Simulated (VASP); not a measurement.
# Ge (Fd-3m) in VASP: a series of runs, part 2 of 2

VASP 6.6.1. The steps go on from the part before.

## Step 3: Relaxation of the atoms, PBE (a relaxed cell with its volume scaled by 0.98)

The input, INCAR:

```
PREC     = Accurate       # precision mode
ENCUT    = 300            # plane-wave cutoff, eV
EDIFF    = 1E-7           # SCF threshold, eV
ISMEAR   = 0              # smearing method
SIGMA    = 0.03           # smearing width, eV
LREAL    = F              # projectors in reciprocal space
LASPH    = T              # aspherical terms in the spheres
NELM     = 80             # most SCF steps
ALGO     = Normal         # electronic algorithm
ISIF     = 2              # what is computed and relaxed
LWAVE    = F              # write WAVECAR
LCHARG   = F              # write CHGCAR
GGA      = PE             # functional
IBRION   = 2              # ionic algorithm
NSW      = 40             # ionic steps
EDIFFG   = -0.01          # ionic threshold
```

The input, KPOINTS:

```
regular mesh
0
Gamma
  5 5 5
```

The input, POSCAR:

```
Ge                                      
1.0
    0.0000000000      2.8749222207      2.8749222207
    2.8749222207      0.0000000000      2.8749222207
    2.8749222207      2.8749222207      0.0000000000
  Ge            
     2
Direct
     0.0000000000000000    0.0000000000000000    0.0000000000000000
     0.2500000000000000    0.2500000000000000    0.2500000000000000
```

Potentials or basis: VASP PAW PBE potentials, release 64 (Ge).

Command:

```
$ cat potpaw_PBE.64/Ge/POTCAR > POTCAR
$ mpirun -np 1 vasp_std > vasp.out
```

OUTCAR:

```text
PREC = Accurate
   ENCUT = 300
   EDIFF = 1E-7
   ISMEAR = 0
   LREAL = F
   LASPH = T
   NELM = 80
   ISIF = 2
   GGA = PE
   IBRION = 2
   NSW = 40
   EDIFFG = -0.01

 ion  position               nearest neighbor table
   1  0.000  0.000  0.000-   2 2.49   2 2.49   2 2.49   2 2.49
   2  0.250  0.250  0.250-   1 2.49   1 2.49   1 2.49   1 2.49

  LATTYP: Found a face centered cubic cell.
 ALAT       =     5.7498444414

  Lattice vectors:

 A1 = (   0.0000000000,   2.8749222207,   2.8749222207)
 A2 = (   2.8749222207,   0.0000000000,   2.8749222207)
 A3 = (   2.8749222207,   2.8749222207,   0.0000000000)

Analysis of symmetry for initial positions (statically):
=====================================================================
 Subroutine PRICEL returns:
 Original cell was already a primitive cell.

 Routine SETGRP: Setting up the symmetry group for a
 face centered cubic supercell.

 Subroutine GETGRP returns: Found 48 space group operations
 (whereof 24 operations were pure point group operations)
 out of a pool of 48 trial point group operations.

The static configuration has the point symmetry T_d .
 The point group associated with its full space group is O_h .

Analysis of symmetry for dynamics (positions and initial velocities):
=====================================================================
 Subroutine PRICEL returns:
 Original cell was already a primitive cell.

 Routine SETGRP: Setting up the symmetry group for a
 face centered cubic supercell.

 Subroutine GETGRP returns: Found 48 space group operations
 (whereof 24 operations were pure point group operations)
 out of a pool of 48 trial point group operations.

The dynamic configuration has the point symmetry T_d .
 The point group associated with its full space group is O_h .

 Subroutine INISYM returns: Found 48 space group operations
 (whereof 24 operations are pure point group operations),
 and found     1 'primitive' translations

----------------------------------------------------------------------------------------

                                     Primitive cell

  volume of cell :      47.5235

  direct lattice vectors                    reciprocal lattice vectors
     0.000000000  2.874922221  2.874922221    -0.173917749  0.173917749  0.173917749
     2.874922221  0.000000000  2.874922221     0.173917749 -0.173917749  0.173917749
     2.874922221  2.874922221  0.000000000     0.173917749  0.173917749 -0.173917749

  length of vectors
     4.065753995  4.065753995  4.065753995     0.301234377  0.301234377  0.301234377

  position of ions in fractional coordinates (direct lattice)
     0.000000000  0.000000000  0.000000000
     0.250000000  0.250000000  0.250000000

  ion indices of the primitive-cell ions
   primitive index   ion index
                 1           1
                 2           2

----------------------------------------------------------------------------------------

 KPOINTS: regular mesh

Automatic generation of k-mesh.
 Grid dimensions read from file:
 generate k-points for:    5    5    5
[... 23 lines left out ...]
  0.400000  0.000000  0.000000      8.000000
  0.200000  0.200000  0.000000      6.000000
  0.400000  0.200000  0.000000     24.000000
 -0.400000  0.200000  0.000000     24.000000
 -0.200000  0.200000  0.000000     12.000000
  0.400000  0.400000  0.000000      6.000000
 -0.400000  0.400000  0.000000     12.000000
 -0.400000  0.400000  0.200000     24.000000
   k-points           NKPTS =     10   k-points in BZ     NKDIM =     10   number of bands    NBANDS=      8
   number of dos      NEDOS =    301   number of ions     NIONS =      2
   total plane-waves  NPLWV =  13824
   dimension x,y,z NGX =    24 NGY =   24 NGZ =   24
   dimension x,y,z NGXF=    48 NGYF=   48 NGZF=   48
   ions per type =               2
   NGX,Y,Z   is equivalent  to a cutoff of   9.81,  9.81,  9.81 a.u.
   NGXF,Y,Z  is equivalent  to a cutoff of  19.63, 19.63, 19.63 a.u.
 SYSTEM =  unknown system
   PREC   = accura    normal or accurate (medium, high low for compatibility)
   ISTART =      0    job   : 0-new  1-cont  2-samecut
   ICHARG =      2    charge: 1-file 2-atom 10-const
   ISPIN  =      1    spin polarized calculation?
   LNONCOLLINEAR =      F non collinear calculations
   LSORBIT =      F    spin-orbit coupling
   LASPH  =      T    aspherical Exc in radial PAW
   ENCUT  =  300.0 eV  22.05 Ry    4.70 a.u.   5.74  5.74  5.74*2*pi/ulx,y,z
   NELM   =     80;   NELMIN=  2; NELMDL= -5     # of ELM steps
   EDIFF  = 0.1E-06   stopping-criterion for ELM
   LREAL  =      F    real-space projection
   EDIFFG = -.1E-01   stopping-criterion for IOM
   NSW    =     40    number of steps for IOM
   IBRION =      2    ionic relax: 0-MD 1-quasi-New 2-CG
   NFREE  =      1    steps in history (QN), initial steepest desc. (CG)
   ISIF   =      2    stress and relaxation
   ISYM   =      2    0-nonsym 1-usesym 2-fastsym
   POTIM  = 0.5000    time-step for ionic-motion
   TEBEG  =    0.0;   TEEND  =   0.0 temperature during run
   PSTRESS=    0.0 pullay stress
   NELECT =       8.0000    total number of electrons
   NUPDOWN=      -1.0000    fix difference up-down
   EMIN   =  10.00;   EMAX   =-10.00  energy-range for DOS
   EFERMI =   0.00;   METHOD = LEGACY
   ISMEAR =     0;   SIGMA  =   0.03  broadening in eV -4-tet -1-fermi 0-gaus
   EFERMI_NEDOS =   21; number of points for ismear=-14 and -15
   IALGO  =     38    algorithm
   IMIX   =      4    mixing-type and parameters
     AMIX     =   0.40;   BMIX     =  1.00
     AMIX_MAG =   1.60;   BMIX_MAG =  1.00
  volume/ion in A,a.u.               =      23.76       160.35
  Fermi-wavevector in a.u.,A,eV,Ry     =   0.903931  1.708182 11.117207  0.817092
  Thomas-Fermi vector in A             =   2.027317
   LORBIT       =      0    0 simple, 1 ext, 2 COOP (PROOUT), +10 PAW based schemes
   GGA     = PE    functional components
   LHFCALC =     F    Hartree Fock is set to
   AEXX    =    0.0000 exact exchange contribution
   IVDW    =     0    specifies the selected vdW correction
   LEPSILON=     F    determine dielectric tensor
   LRPA    =     F    only Hartree local field effects (RPA)
 conjugate gradient relaxation of ions
 non-spin polarized calculation
 Gauss-broadening in eV      SIGMA  =   0.03
  energy-cutoff  :      300.00
  volume of cell :       47.52
 maximum number of plane-waves:       568
   NGX = 11   NGY = 11   NGZ = 11

 number of electron       8.0000002 magnetization

 Free energy of the ion-electron system (eV)
  ---------------------------------------------------
  ext. energy  EPLUGINS =         0.00000000
  ---------------------------------------------------
  free energy    TOTEN  =        -8.88646146 eV

  energy without entropy =       -8.88609123  energy(sigma->0) =       -8.88627634

 E-fermi :   3.3948     XC(G=0):  -8.9276

 val. band max:        3.3856805323   @ k =   0.0000   0.0000   0.0000
 cond. band min:       3.5078641329   @ k =   0.4000   0.0000   0.0000
 fundamental gap:      0.1221836006
 Fermi energy:         3.3948174336

 k-point     1 :       0.0000    0.0000    0.0000
  band No.  band energies     occupation
      1      -9.0312      2.00000
      2       3.0138      2.00000
      3       3.3857      1.33334
      4       3.3857      1.33334
      5       3.3857      1.33333
      6       5.8958      0.00000
      7       5.8958      0.00000
      8       5.8958      0.00000
[... 89 lines left out ...]
 k-point    10 :      -0.4000    0.4000    0.2000
  band No.  band energies     occupation
      1      -6.2719      2.00000
      2      -4.1948      2.00000
      3      -0.4692      2.00000
      4       0.4516      2.00000
      5       6.6497      0.00000
      6       6.7568      0.00000
      7       7.6769      0.00000
      8      10.5029      0.00000

------------------------ aborting loop because EDIFF is reached ----------------------------------------

  FORCE on cell =-STRESS in cart. coord.  units (eV):
  Direction    XX          YY          ZZ          XY          YZ          ZX
  --------------------------------------------------------------------------------------
  -------------------------------------------------------------------------------------
  Total        0.3761119      0.3761119      0.3761119      0.0000000      0.0000000     -0.0000000
  in kB       12.6800031     12.6800031     12.6800031      0.0000000      0.0000000     -0.0000000
  external PRESSURE =      12.6800031 kB  Pullay stress =       0.0000000 kB

 VOLUME and BASIS-vectors are now :
 -----------------------------------------------------------------------------
  energy-cutoff  :      300.00
  volume of cell :       47.52
      direct lattice vectors                 reciprocal lattice vectors
     0.000000000  2.874922221  2.874922221    -0.173917749  0.173917749  0.173917749
     2.874922221  0.000000000  2.874922221     0.173917749 -0.173917749  0.173917749
     2.874922221  2.874922221  0.000000000     0.173917749  0.173917749 -0.173917749

 POSITION                                       TOTAL-FORCE (eV/Angst)
 -----------------------------------------------------------------------------------
      0.00000      0.00000      0.00000         0.000000      0.000000      0.000000
      1.43746      1.43746      1.43746        -0.000000     -0.000000     -0.000000
 -----------------------------------------------------------------------------------
    total drift:                               -0.000000      0.000000      0.000000

  FREE ENERGIE OF THE ION-ELECTRON SYSTEM (eV)
  ---------------------------------------------------
  free  energy   TOTEN  =        -8.8864614581 eV

  energy  without entropy=       -8.8860912277  energy(sigma->0) =       -8.88627634

 reached required accuracy - stopping structural energy minimisation
```

Run time: 5.6 s. Hardware: 1 thread of AMD EPYC 7R43 (Zen 3), shared host; peak memory 0.09 GiB.

What came out:

```yaml
Free_energy: -8.8865 eV
Pressure_after_relaxing: 1.3 GPa
Band_gap_on_the_k_mesh: none (metal or under the smearing width)
```

Final structure:
```
Ge
1.0
     0.00000    2.87492    2.87492
     2.87492    0.00000    2.87492
     2.87492    2.87492    0.00000
Ge
2
Cartesian
  0.0000 0.0000 0.0000
  1.4375 1.4375 1.4375
```

Caveat: the k mesh is coarse (spacing up to 0.38 Å⁻¹), so the values aren't converged; the relaxation stopped at its first step, so nothing moved.

## Step 4: Relaxation of the atoms, PBE

INCAR is that of step 3.

KPOINTS is that of step 3.

The input, POSCAR:

```
Ge                                      
1.0
    0.0000000000      2.8943479601      2.8943479601
    2.8943479601      0.0000000000      2.8943479601
    2.8943479601      2.8943479601      0.0000000000
  Ge            
     2
Direct
     0.0000000000000000    0.0000000000000000    0.0000000000000000
     0.2500000000000000    0.2500000000000000    0.2500000000000000
```

Command:

```
$ cat potpaw_PBE.64/Ge/POTCAR > POTCAR
$ mpirun -np 1 vasp_std > vasp.out
```

Wall time 5.4 s (1 thread of AMD EPYC 7R43 (Zen 3), shared host); peak memory 0.09 GiB.

It converged, with:

```
Free energy             : -8.8903 eV
Pressure after relaxing : 0.0 GPa
Band gap on the k mesh  : none (metal or under the smearing width)
```

Final structure:
```
Ge
1.0
     0.00000    2.89435    2.89435
     2.89435    0.00000    2.89435
     2.89435    2.89435    0.00000
Ge
2
Direct
  0.00000 0.00000 0.00000
  0.25000 0.25000 0.25000
```

Levels at points of the mesh, in eV from the Fermi level:
```tsv
k point	band 2	band 3	band 4	band 5	band 6	band 7
(0.00, 0.00, 0.00)	-0.56	-0.01	-0.01	-0.01	2.49	2.49
```

Caveat: the k mesh is coarse (spacing up to 0.38 Å⁻¹), so the values aren't converged; the relaxation stopped at its first step, so nothing moved; this crystal is a semiconductor, whose small gap the functional closes, so the metal is an error of the method.

## Step 5: Relaxation of the atoms, PBE (a relaxed cell with its volume scaled by 1.02)

INCAR is that of step 4.

KPOINTS is that of step 4.

The input, POSCAR:

```
Ge                                      
1.0
    0.0000000000      2.9135163860      2.9135163860
    2.9135163860      0.0000000000      2.9135163860
    2.9135163860      2.9135163860      0.0000000000
  Ge            
     2
Direct
     0.0000000000000000    0.0000000000000000    0.0000000000000000
     0.2500000000000000    0.2500000000000000    0.2500000000000000
```

Command:

```
$ cat potpaw_PBE.64/Ge/POTCAR > POTCAR
$ mpirun -np 1 vasp_std > vasp.out
```

Wall time 5.4 s (1 thread of AMD EPYC 7R43 (Zen 3), shared host); peak memory 0.09 GiB.

It converged, with:

| Item | Value |
| --- | --- |
| Free energy | -8.8873 eV |
| Pressure after relaxing | -1.0 GPa |
| Band gap on the k mesh | none (metal or under the smearing width) |

Final structure:
```xyz
2
Lattice="0.0000 2.9135 2.9135 2.9135 0.0000 2.9135 2.9135 2.9135 0.0000" Properties=species:S:1:pos:R:3 pbc="T T T"
Ge    0.0000    0.0000    0.0000
Ge    1.4568    1.4568    1.4568
```

Levels at points of the mesh, in eV from the Fermi level:
| k point | band 1 | band 2 | band 3 | band 4 | band 5 | band 6 | band 7 | band 8 |
| --- | --- | --- | --- | --- | --- | --- | --- | --- |
| (0.00, 0.00, 0.00) | -12.12 | -0.71 | 0.01 | 0.01 | 0.01 | 2.50 | 2.50 | 2.50 |

Caveat: the k mesh is coarse (spacing up to 0.37 Å⁻¹), so the values aren't converged; the relaxation stopped at its first step, so nothing moved.

## Step 6: The runs side by side

| cell | gap on the mesh (eV) | pressure (GPa) |
| --- | --- | --- |
| atoms relaxed from: a relaxed cell with its volume scaled by 0.96 | none | 2.7 |
| atoms relaxed from: a relaxed cell with its volume scaled by 0.98 | none | 1.3 |
| atoms relaxed | none | 0.0 |
| atoms relaxed from: a relaxed cell with its volume scaled by 1.02 | none | -1.0 |

Alike in all rows: task relaxation of the atoms; level PBE; potentials or basis VASP PAW PBE potentials, release 64 (Ge); no spin polarisation; k mesh 5 × 5 × 5; cutoff (eV) 300; smearing gaussian 0.03 eV; the mesh is coarse, so values aren't converged.

Caveats: all runs use coarse meshes; the relaxation stopped at its first step, so nothing moved; this crystal is a semiconductor, whose small gap the functional closes, so the metal is an error of the method (some runs).

Absolute energies hang on the potentials; compare differences alone.
